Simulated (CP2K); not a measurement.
Runs of CP2K 2026.2 on BN. It takes space group P6_3/mmc (No. 194, hexagonal). Conventional cell: a = 2.498 Å, b = 2.498 Å, c = 6.636 Å, α = 90.00°, β = 90.00°, γ = 120.00°. N (site symmetry -6m2) is surrounded by 3 B at 1.44 Å. B (site symmetry -6m2) has 3 N at 1.44 Å as nearest neighbours. 

```tsv
level	potentials or basis	smearing	EPS_DEFAULT	points a segment of the path (NPOINTS)	bands added on the path	CUTOFF of the grids	gap on the mesh (eV)	pressure (GPa)
LDA	GTH_POTENTIALS N GTH-PADE-q5, B GTH-PADE-q3; TZVP-MOLOPT-PBE-GTH basis	fermi-dirac 0.05 eV	1.0E-9	6	4	450 Ry	4.10	-3.1
r2SCAN	POTENTIAL_UZH N GTH-SCAN-q5, B GTH-SCAN-q3; TZVP-MOLOPT-SCAN-GTH basis	fermi-dirac 0.01 eV	1.0E-10	6	6	675 Ry	4.88	0.7
PBEsol	POTENTIAL_UZH N GTH-PBE-q5, B GTH-PBE-q3; TZVP-MOLOPT-PBE-GTH basis	fermi-dirac 0.0259 eV	1.0E-10	8	2	450 Ry	(a)	(b)
TB-mBJ	POTENTIAL_UZH N GTH-PBE-q5, B GTH-PBE-q3; TZVP-MOLOPT-PBE-GTH basis	fermi-dirac 0.1 eV	1.0E-9	8	4	675 Ry	5.02	-
```

Alike in all rows: task band structure; no spin polarisation; cell as given; k mesh 12 × 12 × 4.

Problem. Estimate the missing entries.

Solution. (a) 4.17; (b) 4.2.

Caveats: the basis of atomic orbitals isn't converged, which shifts pressures, moduli and gaps; the potentials were made for another functional, which shifts forces and pressure (some runs); this functional lacks dispersion, which binds the layers, so the pressure and a relaxed spacing across them are unreliable (some runs); this is a model potential without an energy functional, so only levels have meaning (some runs).

A k mesh can miss the band edges.

Runs at the PBE level aren't shown here.
